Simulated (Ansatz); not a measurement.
# Co (bcc): which electronic and magnetic state is lowest

Which start takes Co (bcc) lowest in energy?

Method: DFT PBE, scalar-relativistic, plane waves, PAW, in Ansatz 0.2.0.

### 1 The system as given

Symmetry: Im-3m, No. 229, cubic system. Conventional cell: a = 2.809 Å, b = 2.809 Å, c = 2.809 Å, α = 90.00°, β = 90.00°, γ = 90.00°. Co (site symmetry m-3m) is surrounded by 8 Co at 2.43 Å.

As a file:

```
CELL_PARAMETERS angstrom
-1.40475 1.40475 1.40475
1.40475 -1.40475 1.40475
1.40475 1.40475 -1.40475
ATOMIC_POSITIONS crystal
Co 0.00000 0.00000 0.00000
```

This cell comes from an earlier session at PBE: 11.088 Å³/atom at 0.00 GPa, on a 20×20×20 mesh, metallic, moments in the atoms' spheres Co 1.81 μB.

### 2 No spin polarisation

File input.yaml:

```yaml
crystal:
  lattice:
    - [-1.4047453212, 1.4047453212, 1.4047453212]
    - [1.4047453212, -1.4047453212, 1.4047453212]
    - [1.4047453212, 1.4047453212, -1.4047453212]
  atoms:
    - { symbol: Co, position: [0.0, 0.0, 0.0] }
basis:
  ecutwfc: 420
  ecutrho_ratio: 4
kpoints:
  mp_grid: { grid: [20, 20, 20] }
hamiltonian:
  xc: pbe
scf:
  occupations: { method: gaussian, width: 0.05 }
output:
  forces: true
  stress: true
  eigenvalues: true
```

Output, cut to the lines that bear on the results:

```text
Warning: RAYON_NUM_THREADS=2 ignored (pool sized by the plan → 2); use --threads N
[...]
Pseudopotentials: kind: paw
Pseudopotential: Co, paw, valence charge 17, recommended cutoff 420 eV (normal), Co.paw.azcp
Functional definition: PBE
[...]
Crystal: 1 atoms, lattice volume = 11.088 Å³
Basis set: ecut = 420 eV, 225 PW (Γ), exchange–correlation on 36×36×36 points (8 copies of the dense FFT grid, shifted against one another)
Bands: 13, of which v1, the nominal top of the filled ones, is band 9 counted from 1 (8 counted from 0)
Symmetry: 48 space group operations
Space group: Im-3m (ITA 229), of the structure as read, at distance tolerance 2.2e-5 Å
k-points: 256 of 8000
[...]
SCF iter   1: F=—  HF=-5125.686600 eV  |F-HF|=—  |Δ(HF+E_count)|=         —  Δρ=7.03e-3  dr2=8.34e-4  ethr=1.77e-3  ⟨swp⟩=5.5  Hψ=17147  notcnv=0
[...]
SCF iter   6: F=-5125.686707 eV  HF=-5125.686707 eV  |F-HF|=5.46e-12  |Δ(HF+E_count)|=   1.29e-9  Δρ=7.94e-7  dr2=1.88e-11  ethr=5.69e-12  ⟨swp⟩=2.5  Hψ=10205  notcnv=0
[...]
SCF converged after 6 iterations
Free energy (F): -5125.686707 eV
[...]
E sigma→0 (E₀):  -5125.683497 eV
Entropy (-TS):   -0.006420 eV (-6.420 meV/atom)
Fermi energy:    18.009194 eV
[...]
--- Forces (eV/Å), atoms counted from 1 ---
  atom   1  Co    -0.00000000     0.00000000    -0.00000000
[...]
--- Stress (GPa, compression-positive) ---
      -11.013868       0.000000       0.000000
        0.000000     -11.013868      -0.000000
        0.000000      -0.000000     -11.013868
  P = ⅓ Tr σ = -11.0139 GPa (-110.139 kbar)
--- Band table (eV; the first three rows and the last of 256) ---
  k-point 0: bands = ["-76.8141", "-39.9104", "-39.9104", "-39.9104", "9.3105", "16.3118", "16.3118", "16.3118", "17.7779", "17.7779", "43.3602", "43.3602", "43.3602"]
[...]
```

It took 1.7 s on 2 threads of an Arm CPU, shared host; peak memory 0.3 GiB.

Read off: volume 11.088 Å³/atom, pressure -11.01 GPa, metallic.

### 3 Antiferromagnetic, doubled cell, propagation vector (0, 0, 1/2)

File input.yaml:

```yaml
crystal:
  lattice:
    - [-1.4047453212, 1.4047453212, 1.4047453212]
    - [1.4047453212, -1.4047453212, 1.4047453212]
    - [2.8094906424, 2.8094906424, -2.8094906424]
  atoms:
    - { symbol: Co, position: [0.0, 0.0, 0.0], spin: 1.5 }
    - { symbol: Co, position: [0.0, 0.0, 0.5], spin: -1.5 }
basis:
  ecutwfc: 420
  ecutrho_ratio: 4
kpoints:
  mp_grid: { grid: [20, 20, 10] }
hamiltonian:
  xc: pbe
scf:
  occupations: { method: gaussian, width: 0.05 }
output:
  forces: true
  stress: true
  eigenvalues: true
  populations: true
magnetization:
  spin_polarized: true
```

Output, cut to the lines that bear on the results:

```text
Warning: RAYON_NUM_THREADS=2 ignored (pool sized by the plan → 2); use --threads N
[...]
[... 3 set-up lines as earlier in the session ...]
[...]
Crystal: 2 atoms, lattice volume = 22.176 Å³
Basis set: ecut = 420 eV, 439 PW (Γ), exchange–correlation on 36×36×72 points (8 copies of the dense FFT grid, shifted against one another)
Bands: 23, of which v1, the nominal top of the filled ones, is band 17 counted from 1 (16 counted from 0)
Symmetry: 8 space group operations
Space group: Cmmm (ITA 65), of the structure as read, at distance tolerance 2.8e-5 Å
Magnetic group: BNS 65.490 (UNI 588), of the structure as read, at distance tolerance 2.8e-5 Å
k-points: 616 of 4000
[...]
Starting moments: Σ|m| = 3 μB on 2 of 2 sites
Starting magnetic order: antiferromagnet; a translation exchanges its spin sublattices: spin-degenerate at every k-point
[...]
WARN: an SCF from ferromagnetic starting moments (-1.50, -1.50 Bohr magnetons, atom by atom) was not made, by what the run has read of turns of its moments that order reads lower: the deck asks for what bars it, or types moments that do (magnetization.spin_polarized, in the input [...]
SCF converged after 10 iterations
Magnetization: 0.0000 μB (17.0000 up, 17.0000 down)
Absolute magnetization: 3.0573 μB (∫|ρ↑−ρ↓|, with the PAW one-centre terms)
Spin contamination: 1.3629 ħ² per cell (⟨S²⟩ above its minimum at these occupations)
Per-site moments (μB) at R_I (Å): [(1.4904436993342116, 1.0036497355553882), (-1.4904436993342116, 1.0036497355553882)]
Free energy (F): -10251.633312 eV
[...]
E sigma→0 (E₀):  -10251.630966 eV
Entropy (-TS):   -0.004692 eV (-2.346 meV/atom)
Fermi energy:    18.374956 eV
[...]
--- Forces (eV/Å), atoms counted from 1 ---
  atom   1  Co    -0.00000000    -0.00000000     0.00000000
  atom   2  Co     0.00000000     0.00000000    -0.00000000
[...]
--- Stress (GPa, compression-positive) ---
       -1.026506      10.186163       0.000000
       10.186163      -1.026506       0.000000
        0.000000      -0.000000      -1.163605
  P = ⅓ Tr σ = -1.0722 GPa (-10.722 kbar)
--- Band table (eV; the first three rows and the last of 1232) ---
[... band rows left out ...]
[...]
--- Löwdin populations: 2 sites ---
  site symbol       q [e]    m [muB]
     0     Co     16.7617     1.4642
     1     Co     16.7617    -1.4642
  spilling = 0.014020 (of n_electrons = 34.000000)
```

Caution: the run may have ended on a state that is not the lowest.

It took 22 s on 2 threads of an Arm CPU, shared host; peak memory 0.71 GiB.

This gives: volume 11.088 Å³/atom, pressure -1.07 GPa, a metal on this mesh, moments in the atoms' spheres Co 1.49, -1.49 μB.

Spin moments on the atoms, as numbers (put along z; the direction is arbitrary without spin–orbit coupling):

| atom | x (μB) | y (μB) | z (μB) |
| --- | --- | --- | --- |
| Co1 | 0.00 | 0.00 | 1.49 |
| Co2 | 0.00 | 0.00 | -1.49 |

### 4 Antiferromagnetic, doubled cell, propagation vector (1/2, 1/2, 1/2)

input.yaml, as its differences from that of step 3:

```diff
@@ -2,4 +2,4 @@
   lattice:
-    - [-1.4047453212, 1.4047453212, 1.4047453212]
-    - [1.4047453212, -1.4047453212, 1.4047453212]
+    - [0.0, 2.8094906424, 0.0]
+    - [2.8094906424, 0.0, 0.0]
     - [2.8094906424, 2.8094906424, -2.8094906424]
```

Output, cut to the lines that bear on the results:

```text
Warning: RAYON_NUM_THREADS=2 ignored (pool sized by the plan → 2); use --threads N
[...]
[... 3 set-up lines as earlier in the session ...]
[...]
Crystal: 2 atoms, lattice volume = 22.176 Å³
Basis set: ecut = 420 eV, 461 PW (Γ), exchange–correlation on 40×40×72 points (8 copies of the dense FFT grid, shifted against one another)
Bands: 23, of which v1, the nominal top of the filled ones, is band 17 counted from 1 (16 counted from 0)
[... 1 set-up line as earlier in the session ...]
Space group: Pm-3m (ITA 221), of the structure as read, at distance tolerance 2.8e-5 Å
Magnetic group: BNS 221.97 (UNI 1599), of the structure as read, at distance tolerance 2.8e-5 Å
k-points: 146 of 4000
[...]
Starting moments: Σ|m| = 3 μB on 2 of 2 sites
Starting magnetic order: antiferromagnet; a translation exchanges its spin sublattices: spin-degenerate at every k-point
[...]
WARN: the starting moments were not kept: 1 of 2 ended reversed and 1 kept their direction, counting a site from 0.1 of the cell's largest site moment. The largest reversed, site 0 (counted from 0, in the order of the report's site_moments_mub), started with +1.5 μB and closes at -1.8e0 [...]
SCF converged after 3 iterations
Magnetization: -3.4836 μB (15.2582 up, 18.7418 down)
Absolute magnetization: 3.7728 μB (∫|ρ↑−ρ↓|, with the PAW one-centre terms)
Spin contamination: 0.0575 ħ² per cell (⟨S²⟩ above its minimum at these occupations)
Per-site moments (μB) at R_I (Å): [(-1.8089401890458854, 1.0036497355553882), (-1.8089387735674527, 1.0036497355553882)]
Free energy (F): -10252.128035 eV
[...]
E sigma→0 (E₀):  -10252.125893 eV
Entropy (-TS):   -0.004285 eV (-2.143 meV/atom)
Fermi energy:    18.582824 eV
[...]
--- Forces (eV/Å), atoms counted from 1 ---
  atom   1  Co    -0.00000000     0.00000000     0.00000000
  atom   2  Co     0.00000000     0.00000000     0.00000000
[...]
--- Stress (GPa, compression-positive) ---
        0.000015       0.000000       0.000000
        0.000000       0.000015      -0.000000
        0.000000       0.000000       0.000015
  P = ⅓ Tr σ = 0.0000 GPa (0.000 kbar)
--- Band table (eV; the first three rows and the last of 292) ---
[... band rows left out ...]
[...]
--- Löwdin populations: 2 sites ---
  site symbol       q [e]    m [muB]
     0     Co     16.7613    -1.8090
     1     Co     16.7613    -1.8090
  spilling = 0.014041 (of n_electrons = 34.000000)
```

Run time: 89 s. Hardware: 2 threads of an Arm CPU, shared host; peak memory 0.74 GiB.

In short: volume 11.088 Å³/atom, pressure 0.00 GPa, metallic, moments in the atoms' spheres Co -1.81 μB.

Spin moments on the atoms, as numbers (put along z; the direction is arbitrary without spin–orbit coupling):

| atom | x (μB) | y (μB) | z (μB) |
| --- | --- | --- | --- |
| Co1 | 0.00 | 0.00 | -1.81 |
| Co2 | 0.00 | 0.00 | -1.81 |

### 5 Small parallel starting moments

File input.yaml:

```yaml
crystal:
  lattice:
    - [-1.4047453212, 1.4047453212, 1.4047453212]
    - [1.4047453212, -1.4047453212, 1.4047453212]
    - [1.4047453212, 1.4047453212, -1.4047453212]
  atoms:
    - { symbol: Co, position: [0.0, 0.0, 0.0], spin: 0.5 }
basis:
  ecutwfc: 420
  ecutrho_ratio: 4
kpoints:
  mp_grid: { grid: [20, 20, 20] }
hamiltonian:
  xc: pbe
scf:
  occupations: { method: gaussian, width: 0.05 }
output:
  forces: true
  stress: true
  eigenvalues: true
  populations: true
magnetization:
  spin_polarized: true
```

Output, cut to the lines that bear on the results:

```text
Warning: RAYON_NUM_THREADS=2 ignored (pool sized by the plan → 2); use --threads N
[...]
[... 3 set-up lines as earlier in the session ...]
[...]
Crystal: 1 atoms, lattice volume = 11.088 Å³
Basis set: ecut = 420 eV, 225 PW (Γ), exchange–correlation on 36×36×36 points (8 copies of the dense FFT grid, shifted against one another)
Bands: 13, of which v1, the nominal top of the filled ones, is band 9 counted from 1 (8 counted from 0)
[... 2 set-up lines as earlier in the session ...]
Magnetic group: BNS 229.140 (UNI 1642), of the structure as read, at distance tolerance 2.2e-5 Å
k-points: 256 of 8000
[...]
Starting moments: Σ|m| = 0.5 μB on 1 of 1 site
[...]
Absolute magnetization: 1.8866 μB (∫|ρ↑−ρ↓|, with the PAW one-centre terms)
Spin contamination: 0.0287 ħ² per cell (⟨S²⟩ above its minimum at these occupations)
Per-site moments (μB) at R_I (Å): [(1.8089293188494358, 1.0036497355553882)]
Free energy (F): -5126.064018 eV
[...]
E sigma→0 (E₀):  -5126.062946 eV
Entropy (-TS):   -0.002142 eV (-2.142 meV/atom)
Fermi energy:    18.582752 eV
[...]
--- Forces (eV/Å), atoms counted from 1 ---
  atom   1  Co    -0.00000000     0.00000000    -0.00000000
[...]
--- Stress (GPa, compression-positive) ---
        0.000674       0.000000       0.000000
        0.000000       0.000674       0.000000
       -0.000000       0.000000       0.000674
  P = ⅓ Tr σ = 0.0007 GPa (0.007 kbar)
--- Band table (eV; the first three rows and the last of 512) ---
  k-point 0 ↑: bands = ["-77.9291", "-41.0049", "-41.0049", "-41.0049", "9.2939", "15.5314", "15.5314", "15.5314", "16.5879", "16.5879", "43.4807", "43.4807", "43.4807"]
[...]
--- Löwdin populations: 1 site ---
  site symbol       q [e]    m [muB]
     0     Co     16.7613     1.8090
  spilling = 0.014041 (of n_electrons = 17.000000)
```

It took 6.3 s on 2 threads of an Arm CPU, shared host; peak memory 0.34 GiB.

In short: volume 11.088 Å³/atom, pressure 0.00 GPa, no gap, moments in the atoms' spheres Co 1.81 μB.

The typed moments are small, but the first cycle already holds 1.8 μB per cell: the program filled the open shells as in the free atom, so this is no test of a weak start.

### 6 The magnetic starts side by side

Energies have the smearing extrapolated to zero.

| start | from the base state (meV/atom) | gap (eV) | pressure (GPa) | moments in spheres (μB) |
| --- | --- | --- | --- | --- |
| ferromagnetic | 0.0 | metal | 0.00 | Co 1.81 |
| no spin polarisation | 379.4 | metal | -11.01 | none |
| antiferromagnetic, doubled cell, propagation vector (0, 0, 1/2) | 247.5 | metal | -1.07 | Co 1.49, -1.49 |
| antiferromagnetic, doubled cell, propagation vector (1/2, 1/2, 1/2) | 0.0 | metal | 0.00 | Co -1.81 |
| small parallel starting moments | 0.0 | metal | 0.00 | Co 1.81 |

Propagation vectors are in units of the typed cell's reciprocal vectors.

### 7 Summary of results

```
             quantity                  value
lowest magnetic start          ferromagnetic
   next in this table  247.5 meV/atom higher
```

What this shows: The lowest state comes from the start «ferromagnetic», matched within 0.3 meV/atom by «antiferromagnetic, doubled cell, propagation vector (1/2, 1/2, 1/2)», «small parallel starting moments»; the next lies 247.5 meV/atom higher. The start «antiferromagnetic, doubled cell, propagation vector (1/2, 1/2, 1/2)» ended with parallel moments, so the order typed was lost. At this cell, forbidding spin polarisation costs 379 meV/atom. Only a few orders and starts were tried, so a lower state isn't excluded.
